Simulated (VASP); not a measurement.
Input of a VASP 6.6.1 run:

POSCAR

```
ZrS
1.0
    0.0000000000      2.5226250000      2.5226250000
    2.5226250000      0.0000000000      2.5226250000
    2.5226250000      2.5226250000      0.0000000000
Zr S
1 1
Direct
    0.0000000000      0.0000000000      0.0000000000
    0.5000000000      0.5000000000      0.5000000000
```

The input INCAR.step1:

```
PREC = Accurate ; ENCUT = 520
ISMEAR = 0 ; SIGMA = 0.1
LREAL = F ; LASPH = T
NELM = 100 ; NBANDS = 16
GGA = PE ; ALGO = Normal
EDIFF = 1E-4 ; LWAVE = T
LCHARG = F
```

The input INCAR.step2:

```
PREC = Accurate ; ENCUT = 520
EDIFF = 1E-7 ; ISMEAR = 0
SIGMA = 0.1 ; LREAL = F
LASPH = T ; NELM = 100
ALGO = Normal ; ISIF = 2
LWAVE = F ; LCHARG = T
METAGGA = R2SCAN ; LMIXTAU = T
LELF = T ; LVHAR = T
NBANDS = 16 ; ISTART = 1
```

Contents of KPOINTS:

```
Automatic mesh
0
Gamma
  14 14 14
```

Potentials or basis: VASP PAW PBE potentials, release 64 (Zr_sv, S).

Run with:

```bash
$ cat potpaw_PBE.64/Zr_sv/POTCAR potpaw_PBE.64/S/POTCAR > POTCAR
$ cp INCAR.step1 INCAR
$ mpirun -np 1 vasp_std > vasp.out
$ cp INCAR.step2 INCAR
$ mpirun -np 1 vasp_std > vasp.out
```

Estimate the pressure.

18.5 GPa.

What does it give for the band gap on the k mesh?

None (metal or under the smearing width).

Caveat: so large a pressure means that the cell lies far from this level's equilibrium, or that cutoff or potentials fall short; the potentials were made for another functional, which shifts forces and pressure.
